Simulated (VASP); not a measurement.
Set up this calculation in VASP 6.6.1, as the native input.

* Task: optical spectrum
* Functional: PBEsol
* Potentials or basis: VASP PAW PBE potentials, release 64 (V_sv, O)
* Cutoff: 520 eV
* k mesh: 8 × 4 × 6
* Occupations: gaussian, width 0.03 eV
* Spin: no spin polarisation
* Further INCAR settings: ALGO = Normal; EDIFF = 1e-06; NBANDS = 104

The structure of V2O5 lies in POSCAR:

```
V2O5                                    
1.0
    3.5507585293      0.0000000000      0.0000000000
    0.0000000000     11.6801801434      0.0000000000
    0.0000000000      0.0000000000      4.2513519350
  V               O             
     4    10
Direct
     0.0000000000000000    0.8521272426814034    0.1096971406700943
     0.0000000000000000    0.1478727573185967    0.1096971406700943
     0.5000000000000000    0.3521272426814034    0.8903028593299056
     0.5000000000000000    0.6478727573185966    0.8903028593299056
     0.0000000000000000    0.8537216142888024    0.4858805698865841
     0.0000000000000000    0.1462783857111973    0.4858805698865841
     0.5000000000000000    0.3537216142888025    0.5141194301134157
     0.5000000000000000    0.6462783857111976    0.5141194301134157
     0.0000000000000000    0.6816192774475996    0.9970513980581134
     0.0000000000000000    0.3183807225523932    0.9970513980581134
     0.5000000000000000    0.1816192774476068    0.0029486019418866
     0.5000000000000000    0.8183807225524004    0.0029486019418866
     0.0000000000000000    0.0000000000000000    0.0064676740244435
     0.5000000000000000    0.5000000000000000    0.9935323259755566
```

These files were run (other wordings do the same):

INCAR

```
SYSTEM = V2O5
PREC     = Accurate       ! precision mode
ENCUT    = 520            ! plane-wave cutoff, eV
EDIFF    = 1E-6           ! SCF threshold, eV
ISMEAR   = 0              ! smearing method
SIGMA    = 0.03           ! smearing width, eV
LREAL    = .False.        ! projectors in reciprocal space
LASPH    = .True.         ! aspherical terms in the spheres
NELM     = 80             ! most SCF steps
ALGO     = Normal         ! electronic algorithm
ISIF     = 2              ! what is computed and relaxed
LWAVE    = .False.        ! write WAVECAR
LCHARG   = .False.        ! write CHGCAR
GGA      = PS             ! functional
LOPTICS  = .True.         ! frequency-dependent dielectric function
NBANDS   = 104            ! bands
NEDOS    = 2000           ! points of the DOS
CSHIFT   = 0.1          
KPAR     = 4
```

KPOINTS

```
regular mesh
0
Gamma
  8 4 6
  0 0 0
```

Potentials or basis: VASP PAW PBE potentials, release 64 (V_sv, O).

The run is started by

```sh
$ cat potpaw_PBE.64/V_sv/POTCAR potpaw_PBE.64/O/POTCAR > POTCAR
$ mpirun -np 4 vasp_std > vasp.out
```

Results of the run:

```
Pressure               : -2.7 GPa
Largest force          : 0.451 eV/Å
Band gap on the k mesh : 1.60 eV, indirect (least direct gap 1.92 eV)
```

Caveat: spectra need much finer meshes, so this one isn't converged; independent-particle spectra lack excitons; the PAW data sets were made with another functional, which shifts forces and pressure a little.

Wall time 4.4 min on 4 MPI ranks on Intel(R) Xeon(R) 6975P-C (Granite Rapids), on a shared host, peak memory 1.7 GiB a rank.
